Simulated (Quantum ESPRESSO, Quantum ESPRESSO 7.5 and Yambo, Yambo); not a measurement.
# Quasiparticle gap of As (buckled honeycomb monolayer) in Yambo

Aim: the G0W0 gap of As (buckled honeycomb monolayer) on PBE with spin-orbit coupling, step by step.

Calculated with Quantum ESPRESSO 7.5 and Yambo 5.3.0; PBE and many-body steps on it, plane waves.

### Step 1. Set-up

The cell holds 2 atoms: 2 As. Cell: a = 3.611 Å, b = 3.611 Å, c = 14.000 Å, α = 90.0°, β = 90.0°, γ = 120.0°. Vacuum lies along c.

The structure was relaxed with PBE. The runs that relaxed it are not among those shown.

### Step 2. Ground state

This step: Quantum ESPRESSO 7.5; DFT, PBE with spin-orbit coupling, plane waves, norm-conserving pseudopotentials.

The ground-state density comes first.

pw.in reads:

```
&control
  calculation = 'scf'
  prefix = 'x'
  outdir = 'o'
  pseudo_dir = 'pseudo'
/
&system
  ibrav = 0
  nat = 2
  ntyp = 1
  ecutwfc = 76.0
  nbnd = 40
  force_symmorphic = .true.
  noncolin = .true.
  lspinorb = .true.
/
&electrons
  conv_thr = 1e-10
  electron_maxstep = 80
  mixing_beta = 0.5
/
ATOMIC_SPECIES
  As 74.922 As.upf
CELL_PARAMETERS angstrom
  3.6113928119 0.0000000000 0.0000000000
  -1.8056964060 3.1275579181 0.0000000000
  0.0000000000 0.0000000000 14.0000000000
ATOMIC_POSITIONS crystal
  As 0.3333333333 0.6666666667 0.4503491445
  As 0.6666666667 0.3333333333 0.5496508555
K_POINTS automatic
  12 12 1 0 0 0
```

The run is started by

```sh
> OMP_NUM_THREADS=1 mpirun -n 4 pw.x -nk 4 -in pw.in > pw.out
```

Output:

```text
Program PWSCF v.7.5 starts

     This program is part of the open-source Quantum ESPRESSO suite
     for quantum simulation of materials; please cite
         "P. Giannozzi et al., J. Phys.:Condens. Matter 21 395502 (2009);
         "P. Giannozzi et al., J. Phys.:Condens. Matter 29 465901 (2017);
         "P. Giannozzi et al., J. Chem. Phys. 152 154105 (2020);
     in publications or presentations arising from this work. More details at
     Message from routine setup:
     using ibrav=0 with symmetry is DISCOURAGED, use correct ibrav instead

     G-vector sticks info

     bravais-lattice index     =            0
     lattice parameter (alat)  =       6.8245  a.u.
     unit-cell volume          =    1067.0990 (a.u.)^3
     number of atoms/cell      =            2
     number of atomic types    =            1
     number of electrons       =        30.00
     number of Kohn-Sham states=           40
     kinetic-energy cutoff     =      76.0000  Ry
     charge density cutoff     =     304.0000  Ry
     scf convergence threshold =      1.0E-10
     mixing beta               =       0.5000
     number of iterations used =            8  plain     mixing
     Exchange-correlation= PBE
                           (   1   4   3   4   0   0   0)
     Non magnetic calculation with spin-orbit

     celldm(1)=   6.824543  celldm(2)=   0.000000  celldm(3)=   0.000000
     celldm(4)=   0.000000  celldm(5)=   0.000000  celldm(6)=   0.000000

     crystal axes: (cart. coord. in units of alat)
               a(1) = (   1.000000   0.000000   0.000000 )
               a(2) = (  -0.500000   0.866025   0.000000 )
               a(3) = (   0.000000   0.000000   3.876621 )

     reciprocal axes: (cart. coord. in units 2 pi/alat)
               b(1) = (  1.000000  0.577350 -0.000000 )
               b(2) = (  0.000000  1.154701  0.000000 )
               b(3) = (  0.000000 -0.000000  0.257957 )
     Pseudo is Norm-conserving + core correction, Zval = 15.0
     Generated using ONCVPSP code by D. R. Hamann
     Using radial grid of 1358 points, 10 beta functions with:
     As               15.00    74.92200     As( 1.00)

     12 Sym. Ops., with inversion, found

   Cartesian axes

     site n.     atom                  positions (alat units)
         1        As     tau(   1) = (  -0.0000000   0.5773503   1.7458328  )
         2        As     tau(   2) = (   0.5000000   0.2886751   2.1307879  )

     number of k points=    19
                       cart. coord. in units 2pi/alat
        k(    1) = (   0.0000000   0.0000000   0.0000000), wk =   0.0069444
        k(    2) = (   0.0000000   0.0962250   0.0000000), wk =   0.0416667
        k(    3) = (   0.0000000   0.1924501   0.0000000), wk =   0.0416667
        k(    4) = (   0.0000000   0.2886751   0.0000000), wk =   0.0416667
        k(    5) = (   0.0000000   0.3849002   0.0000000), wk =   0.0416667
        k(    6) = (   0.0000000   0.4811252   0.0000000), wk =   0.0416667
        k(    7) = (   0.0000000  -0.5773503   0.0000000), wk =   0.0208333
        k(    8) = (   0.0833333   0.1443376   0.0000000), wk =   0.0416667
        k(    9) = (   0.0833333   0.2405626   0.0000000), wk =   0.0833333
        k(   10) = (   0.0833333   0.3367877   0.0000000), wk =   0.0833333
     [... 7 further rows ...]
        k(   18) = (   0.2500000   0.5292377   0.0000000), wk =   0.0833333
        k(   19) = (   0.3333333   0.5773503   0.0000000), wk =   0.0138889

     Dense  grid:    95457 G-vectors     FFT dimensions: (  40,  40, 150)

     Initial potential from superposition of free atoms

     starting charge      29.9995, renormalised to      30.0000
     Starting wfcs are   36 randomized atomic wfcs +    4 random wfcs

     per-process dynamical memory:   186.8 Mb

     Self-consistent Calculation

     iteration #  1     ecut=    76.00 Ry     beta= 0.50

     Threshold (ethr) on eigenvalues was too large:
     Diagonalizing with lowered threshold

     total energy              =    -424.16324176 Ry
     estimated scf accuracy    <       0.02197537 Ry

     iteration #  2     ecut=    76.00 Ry     beta= 0.50

     total energy              =    -424.16358646 Ry
     estimated scf accuracy    <       0.00359886 Ry

     iteration #  3     ecut=    76.00 Ry     beta= 0.50

     total energy              =    -424.16381844 Ry
     estimated scf accuracy    <       0.00009799 Ry

     iteration #  4     ecut=    76.00 Ry     beta= 0.50

     total energy              =    -424.16383284 Ry
     estimated scf accuracy    <       0.00000658 Ry

     iteration #  5     ecut=    76.00 Ry     beta= 0.50

     total energy              =    -424.16383347 Ry
     estimated scf accuracy    <       0.00000028 Ry

     iteration #  6     ecut=    76.00 Ry     beta= 0.50

     total energy              =    -424.16383357 Ry
     estimated scf accuracy    <       0.00000002 Ry

     iteration #  7     ecut=    76.00 Ry     beta= 0.50

     total energy              =    -424.16383357 Ry
     estimated scf accuracy    <          3.2E-09 Ry

     iteration #  8     ecut=    76.00 Ry     beta= 0.50

     total energy              =    -424.16383357 Ry
     estimated scf accuracy    <          9.6E-10 Ry

     iteration #  9     ecut=    76.00 Ry     beta= 0.50

     End of self-consistent calculation

          k = 0.0000 0.0000 0.0000 ( 12049 PWs)   bands (ev):

   -36.7606 -36.7606 -36.7371 -36.7371 -36.7015 -36.7015 -36.6767 -36.6767
   -36.0437 -36.0437 -36.0351 -36.0351 -36.0073 -36.0073 -35.9413 -35.9413
   -35.9406 -35.9406 -35.9375 -35.9375 -14.6214 -14.6214  -8.3330  -8.3330
    -1.7528  -1.7528  -1.2671  -1.2671  -1.0639  -1.0639   0.7380   0.7380
     2.1891   2.1891   2.4231   2.4231   3.8056   3.8056   3.8618   3.8618

          k = 0.0000 0.0962 0.0000 ( 11989 PWs)   bands (ev):

   -36.7601 -36.7601 -36.7373 -36.7373 -36.7007 -36.7007 -36.6767 -36.6767
   -36.0435 -36.0435 -36.0345 -36.0345 -36.0065 -36.0065 -35.9433 -35.9433
   -35.9414 -35.9414 -35.9360 -35.9360 -14.5297 -14.5297  -8.3225  -8.3225
    -2.1101  -2.1101  -1.6674  -1.6674  -1.3547  -1.3547   1.3566   1.3566
     2.1769   2.1769   2.5382   2.5382   3.9161   3.9161   3.9956   3.9956

          k = 0.0000 0.1925 0.0000 ( 11975 PWs)   bands (ev):

   -36.7589 -36.7589 -36.7384 -36.7384 -36.6986 -36.6986 -36.6771 -36.6771
   -36.0429 -36.0429 -36.0336 -36.0336 -36.0041 -36.0041 -35.9486 -35.9486
   -35.9420 -35.9420 -35.9347 -35.9347 -14.2572 -14.2572  -8.3384  -8.3384
    -3.3834  -3.3834  -1.8741  -1.8741  -1.5401  -1.5401   1.0643   1.0643
     2.8415   2.8415   2.9613   2.9613   4.2013   4.2013   4.3731   4.3731

          k = 0.0000 0.2887 0.0000 ( 11950 PWs)   bands (ev):

     [... further k-points ...]

     highest occupied, lowest unoccupied level (ev):    -1.0639    0.4478

!    total energy              =    -424.16383357 Ry
     estimated scf accuracy    <          4.5E-11 Ry

     The total energy is the sum of the following terms:
     one-electron contribution =    -992.03190434 Ry
     hartree contribution      =     499.01204184 Ry
     xc contribution           =     -94.89591743 Ry
     ewald contribution        =     163.75194636 Ry

     convergence has been achieved in   9 iterations

     XML data file, charge density, pseudopotentials, collected wavefunctions

=------------------------------------------------------------------------------=
   JOB DONE.
=------------------------------------------------------------------------------=
```

Wall time 1.7 min (4 MPI ranks of Arm Neoverse V1, shared host); peak memory 1.2 GiB.

Numbers from this step:

```
total energy               : -5771.0430 eV
gap                        : 1.512 eV
k of the valence top       : 0, 0, 0
k of the conduction bottom : 0, 0.3333, 0
least direct gap           : 1.802 eV
```

The gap is indirect, with the least direct gap 0.29 eV higher.

### Step 3. Bands along the symmetry lines

Levels along a band path, at the cheap level, show where the edges lie and whether the meshes to come will hold them.

pw.in reads:

```
&control
  calculation = 'bands'
  prefix = 'x'
  outdir = 'o'
  pseudo_dir = 'pseudo'
/
&system
  ibrav = 0
  nat = 2
  ntyp = 1
  ecutwfc = 76.0
  nbnd = 42
  force_symmorphic = .true.
  noncolin = .true.
  lspinorb = .true.
/
&electrons
  conv_thr = 1e-9
  electron_maxstep = 80
  diago_full_acc = .true.
  diago_thr_init = 5e-6
/
ATOMIC_SPECIES
  As 74.922 As.upf
CELL_PARAMETERS angstrom
  3.6113928119 0.0000000000 0.0000000000
  -1.8056964060 3.1275579181 0.0000000000
  0.0000000000 0.0000000000 14.0000000000
ATOMIC_POSITIONS crystal
  As 0.3333333333 0.6666666667 0.4503491445
  As 0.6666666667 0.3333333333 0.5496508555
K_POINTS crystal
  25
  0.00000000 0.00000000 0.00000000 1
  0.06250000 0.00000000 0.00000000 1
  0.12500000 0.00000000 0.00000000 1
  0.18750000 0.00000000 0.00000000 1
  0.25000000 0.00000000 0.00000000 1
  0.31250000 0.00000000 0.00000000 1
  0.37500000 0.00000000 0.00000000 1
  0.43750000 0.00000000 0.00000000 1
  0.50000000 0.00000000 0.00000000 1
  0.47916667 0.04166667 0.00000000 1
  0.45833333 0.08333333 0.00000000 1
  0.43750000 0.12500000 0.00000000 1
  0.41666666 0.16666666 0.00000000 1
  0.39583333 0.20833333 0.00000000 1
  0.37500000 0.25000000 0.00000000 1
  0.35416666 0.29166666 0.00000000 1
  0.33333333 0.33333333 0.00000000 1
  0.29166666 0.29166666 0.00000000 1
  0.25000000 0.25000000 0.00000000 1
  0.20833333 0.20833333 0.00000000 1
  0.16666666 0.16666666 0.00000000 1
  0.12500000 0.12500000 0.00000000 1
  0.08333333 0.08333333 0.00000000 1
  0.04166667 0.04166667 0.00000000 1
  0.00000000 0.00000000 0.00000000 1
```

Output:

```text
[banner, memory and clock lines left out]
Program PWSCF v.7.5 starts

     Atomic positions and unit cell read from directory:
     o/x.save/

     Message from routine setup:
     using ibrav=0 with symmetry is DISCOURAGED, use correct ibrav instead

     G-vector sticks info

     bravais-lattice index     =            0
     lattice parameter (alat)  =       6.8245  a.u.
     unit-cell volume          =    1067.0990 (a.u.)^3
     number of atoms/cell      =            2
     number of atomic types    =            1
     number of electrons       =        30.00
     number of Kohn-Sham states=           42
     kinetic-energy cutoff     =      76.0000  Ry
     charge density cutoff     =     304.0000  Ry
     Exchange-correlation= PBE
                           (   1   4   3   4   0   0   0)
     Non magnetic calculation with spin-orbit

     celldm(1)=   6.824543  celldm(2)=   0.000000  celldm(3)=   0.000000
     celldm(4)=   0.000000  celldm(5)=   0.000000  celldm(6)=   0.000000

     crystal axes: (cart. coord. in units of alat)
               a(1) = (   1.000000   0.000000   0.000000 )
               a(2) = (  -0.500000   0.866025   0.000000 )
               a(3) = (   0.000000   0.000000   3.876621 )

     reciprocal axes: (cart. coord. in units 2 pi/alat)
               b(1) = (  1.000000  0.577350 -0.000000 )
               b(2) = (  0.000000  1.154701  0.000000 )
               b(3) = (  0.000000 -0.000000  0.257957 )
     Pseudo is Norm-conserving + core correction, Zval = 15.0
     Generated using ONCVPSP code by D. R. Hamann
     Using radial grid of 1358 points, 10 beta functions with:
     As               15.00    74.92200     As( 1.00)

     12 Sym. Ops., with inversion, found

   Cartesian axes

     site n.     atom                  positions (alat units)
         1        As     tau(   1) = (  -0.0000000   0.5773503   1.7458328  )
         2        As     tau(   2) = (   0.5000000   0.2886751   2.1307879  )

     number of k points=    25
                       cart. coord. in units 2pi/alat
        k(    1) = (   0.0000000   0.0000000   0.0000000), wk =   0.0400000
        k(    2) = (   0.0625000   0.0360844   0.0000000), wk =   0.0400000
        k(    3) = (   0.1250000   0.0721688   0.0000000), wk =   0.0400000
[...]
[... 13 further rows ...]
        k(   24) = (   0.0416667   0.0721688   0.0000000), wk =   0.0400000
        k(   25) = (   0.0000000   0.0000000   0.0000000), wk =   0.0400000

     Dense  grid:    95457 G-vectors     FFT dimensions: (  40,  40, 150)

     The potential is recalculated from file :
     o/x.save/charge-density

     Starting wfcs are   36 randomized atomic wfcs +    6 random wfcs

     Band Structure Calculation

     End of band structure calculation

          k = 0.0000 0.0000 0.0000 ( 12049 PWs)   bands (ev):

   -36.7606 -36.7606 -36.7371 -36.7371 -36.7015 -36.7015 -36.6767 -36.6767
   -36.0437 -36.0437 -36.0350 -36.0350 -36.0073 -36.0073 -35.9412 -35.9412
   -35.9406 -35.9406 -35.9375 -35.9375 -14.6214 -14.6214  -8.3330  -8.3330
[...]
5.7475   5.7475

          k = 0.0625 0.0361 0.0000 ( 11985 PWs)   bands (ev):

[...]
5.8032   5.8032

          k = 0.1250 0.0722 0.0000 ( 11987 PWs)   bands (ev):

[...]
5.9171   5.9171

[...]
k = 0.0417 0.0722 0.0000 ( 11985 PWs)   bands (ev):

[...]
5.8191   5.8191

          k = 0.0000 0.0000 0.0000 ( 12049 PWs)   bands (ev):

[...]
-1.7528  -1.7528  -1.2671  -1.2671  -1.0639  -1.0639   0.7380   0.7380
     2.1891   2.1891   2.4231   2.4231   3.8056   3.8056   3.8618   3.8618
     5.7475   5.7475

     XML data file, pseudopotentials, collected wavefunctions
```

Run time: 43 s. Hardware: 4 MPI ranks; peak memory 0.73 GiB.

This step gave:

* gap: 1.496 eV
* k of the valence top: 0, 0, 0
* k of the conduction bottom: 0.3125, 0, 0
* least direct gap: 1.802 eV

The gap is 1.496 eV, −0.015 eV from the run before at this level.

The electronic bands at the labelled points (eV, zero at the top of the highest filled band):

| point | band 27 | band 28 | band 29 | band 30 | band 31 | band 32 | band 33 | band 34 |
| --- | --- | --- | --- | --- | --- | --- | --- | --- |
| Γ | -0.20 | -0.20 | 0.00 | 0.00 | 1.80 | 1.80 | 3.25 | 3.25 |
| halfway | -1.27 | -1.27 | -0.51 | -0.51 | 1.62 | 1.62 | 4.16 | 4.16 |
| M | -2.01 | -2.01 | -1.64 | -1.64 | 1.86 | 1.86 | 3.05 | 3.05 |
| halfway | -2.55 | -2.55 | -1.66 | -1.66 | 2.56 | 2.56 | 3.53 | 3.53 |
| K | -2.12 | -2.12 | -2.05 | -2.05 | 1.91 | 1.91 | 4.41 | 4.41 |
| halfway | -2.35 | -2.35 | -0.50 | -0.50 | 2.66 | 2.66 | 3.35 | 3.35 |
| Γ | -0.20 | -0.20 | 0.00 | 0.00 | 1.80 | 1.80 | 3.25 | 3.25 |

### Step 4. Empty states on the mesh, 6×6×1 mesh, 200 bands

The sums over transitions need many empty states on a uniform mesh; this step solves for them.

pw.in reads:

```
&control
  calculation = 'nscf'
  prefix = 'x'
  outdir = 'o'
  pseudo_dir = 'pseudo'
/
&system
  ibrav = 0
  nat = 2
  ntyp = 1
  ecutwfc = 76.0
  nbnd = 200
  force_symmorphic = .true.
  noncolin = .true.
  lspinorb = .true.
/
&electrons
  conv_thr = 1e-9
  electron_maxstep = 80
  diago_full_acc = .true.
  diago_thr_init = 5e-6
/
ATOMIC_SPECIES
  As 74.922 As.upf
CELL_PARAMETERS angstrom
  3.6113928119 0.0000000000 0.0000000000
  -1.8056964060 3.1275579181 0.0000000000
  0.0000000000 0.0000000000 14.0000000000
ATOMIC_POSITIONS crystal
  As 0.3333333333 0.6666666667 0.4503491445
  As 0.6666666667 0.3333333333 0.5496508555
K_POINTS automatic
  6 6 1 0 0 0
```

Output:

```text
[banner, memory and clock lines left out]
Program PWSCF v.7.5 starts

     Atomic positions and unit cell read from directory:
     o/x.save/

     Message from routine setup:
     using ibrav=0 with symmetry is DISCOURAGED, use correct ibrav instead

     G-vector sticks info

     bravais-lattice index     =            0
     lattice parameter (alat)  =       6.8245  a.u.
     unit-cell volume          =    1067.0990 (a.u.)^3
     number of atoms/cell      =            2
     number of atomic types    =            1
     number of electrons       =        30.00
     number of Kohn-Sham states=          200
     kinetic-energy cutoff     =      76.0000  Ry
     charge density cutoff     =     304.0000  Ry
     Exchange-correlation= PBE
                           (   1   4   3   4   0   0   0)
     Non magnetic calculation with spin-orbit

     celldm(1)=   6.824543  celldm(2)=   0.000000  celldm(3)=   0.000000
     celldm(4)=   0.000000  celldm(5)=   0.000000  celldm(6)=   0.000000

     crystal axes: (cart. coord. in units of alat)
               a(1) = (   1.000000   0.000000   0.000000 )
               a(2) = (  -0.500000   0.866025   0.000000 )
               a(3) = (   0.000000   0.000000   3.876621 )

     reciprocal axes: (cart. coord. in units 2 pi/alat)
               b(1) = (  1.000000  0.577350 -0.000000 )
               b(2) = (  0.000000  1.154701  0.000000 )
               b(3) = (  0.000000 -0.000000  0.257957 )
     Pseudo is Norm-conserving + core correction, Zval = 15.0
     Generated using ONCVPSP code by D. R. Hamann
     Using radial grid of 1358 points, 10 beta functions with:
     As               15.00    74.92200     As( 1.00)

     12 Sym. Ops., with inversion, found

   Cartesian axes

     site n.     atom                  positions (alat units)
         1        As     tau(   1) = (  -0.0000000   0.5773503   1.7458328  )
         2        As     tau(   2) = (   0.5000000   0.2886751   2.1307879  )

     number of k points=     7
                       cart. coord. in units 2pi/alat
        k(    1) = (   0.0000000   0.0000000   0.0000000), wk =   0.0277778
        k(    2) = (   0.0000000   0.1924501   0.0000000), wk =   0.1666667
        k(    3) = (   0.0000000   0.3849002   0.0000000), wk =   0.1666667
        k(    4) = (   0.0000000  -0.5773503   0.0000000), wk =   0.0833333
        k(    5) = (   0.1666667   0.2886751   0.0000000), wk =   0.1666667
        k(    6) = (   0.1666667   0.4811252   0.0000000), wk =   0.3333333
        k(    7) = (   0.3333333   0.5773503   0.0000000), wk =   0.0555556

     Dense  grid:    95457 G-vectors     FFT dimensions: (  40,  40, 150)

     The potential is recalculated from file :
     o/x.save/charge-density

     Starting wfcs are   36 randomized atomic wfcs +  164 random wfcs

     Band Structure Calculation

     End of band structure calculation

          k = 0.0000 0.0000 0.0000 ( 12049 PWs)   bands (ev):

   -36.7606 -36.7606 -36.7371 -36.7371 -36.7015 -36.7015 -36.6767 -36.6767
   -36.0437 -36.0437 -36.0350 -36.0350 -36.0073 -36.0073 -35.9412 -35.9412
   -35.9406 -35.9406 -35.9375 -35.9375 -14.6214 -14.6214  -8.3330  -8.3330
[...]
[... 13 further rows ...]
[...]
k = 0.0000 0.1925 0.0000 ( 11975 PWs)   bands (ev):

[...]
[... 13 further rows ...]
[...]
k = 0.0000 0.3849 0.0000 ( 11944 PWs)   bands (ev):

[...]
[... 13 further rows ...]
    35.9473  35.9474  36.3312  36.3312  36.5088  36.5088  36.5109  36.5109
    37.4593  37.4593  37.6248  37.6248  37.9947  37.9947  38.2322  38.2342

          k = 0.0000-0.5774 0.0000 ( 11918 PWs)   bands (ev):

     [... further k-points ...]

     highest occupied, lowest unoccupied level (ev):    -1.0639    0.4478

     XML data file, pseudopotentials, collected wavefunctions
```

It took 2.4 min on 4 MPI ranks; peak memory 1.9 GiB.

Numbers from this step:

- gap: 1.512 eV
- k of the valence top: 0, 0, 0
- k of the conduction bottom: 0, 0.3333, 0
- least direct gap: 1.802 eV
- k points computed: 7
- lowest point of the top converged band, above the valence top: 38.13 eV

On this mesh the gap is 1.512 eV.

(Continued in part 2 of 2.)

[Paths, hosts, dates, memory and timing lines, banners, echoed tables and standing remarks are left out of the program output.]

[Logs are printed without paths, hosts, clocks, repeated set-up lines and the standing remarks that a program may print on its own settings, such as how far it seeks lower states.]

[Runs of the session that timed out or met a known fault of the program may be left out.]

[Hosts, paths, dates, database ids (printed as entryN), source tags and the programs' standing remarks are cut or masked in the printed files.]
